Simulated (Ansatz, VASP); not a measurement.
**KCl: VASP beside Ansatz**

```
K Cl
1.0
     4.54307    0.00000    0.00000
     0.00000    4.54307    0.00000
     0.00000    0.00000    8.27180
K Cl
2 2
Direct
  0.00000 0.50000 0.00000
  0.50000 0.00000 0.50000
  0.50000 0.50000 0.25000
  0.50000 0.50000 0.75000
```

Change from the starting cell: ordered vacancies on the anion sites of fluorite (P4_2/mmc, No. 131).

Alike in both runs: functional PBE; k mesh 6 × 6 × 4; occupations gaussian, width 0.02 eV; no spin polarisation.

Ansatz relaxed the structure, and its values are those at the end. VASP's run is a single point on that final structure, the one shown.

|  | VASP | Ansatz |
| --- | --- | --- |
| version | VASP 6.6.1 | Ansatz 0.2.0 |
| potentials or method | VASP PAW PBE potentials, release 64 (K_sv, Cl) | scalar-relativistic, plane waves, PAW |
| plane-wave cutoff (eV) | 520 | 420 |
| valence electrons in the cell | 32 | 32 |

```tsv
	VASP	Ansatz	Ansatz less VASP
gap on the k mesh at the Fermi level (eV)	4.01	4.02	+0.002
least direct gap on the mesh (eV)	4.01	4.02	+0.002
pressure (GPa)	0.0	0.0	-0.01
```

The functional is the same, so the differences come from potentials, cutoffs and numerics.

A k mesh can miss the band edges.
